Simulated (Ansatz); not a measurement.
# Bi: all-electron results

```
Bi
1.0
     4.53900    0.00000    0.00000
    -2.26950    3.93089    0.00000
     0.00000    0.00000   11.82900
Bi
2
Cartesian
  0.0000 2.6206 2.9573
  2.2695 1.3103 8.8718
```

Atoms are numbered in the order listed.

The cell comes from COD entry 9011614, which wasn't checked; take it as a given geometry.

No spin–orbit coupling, which matters for the heavy atoms here.

Method: DFT, PBE, all-electron LAPW, scalar-relativistic (Ansatz 0.2.0).

Settings: a Γ-centred 9×9×3 k mesh, Fermi–Dirac smearing of 0.03 eV, basis error target 0.5 meV/atom, no spin polarisation.

```yaml
Stress_xx_yy_zz_compression_positive: -4.74, -4.74, -0.32 GPa
Volume_per_atom: 105.53 Å³
```

(1) Predict this quantity. Band gap.

(2) Give the computed value. Density of states at the Fermi level (0.2 eV bin).

(3) Give the computed value. Pressure at this cell.

## Answers

(1) none: bands cross the Fermi level, a metal.

(2) 9.42 states/eV per cell.

(3) -3.27 GPa.
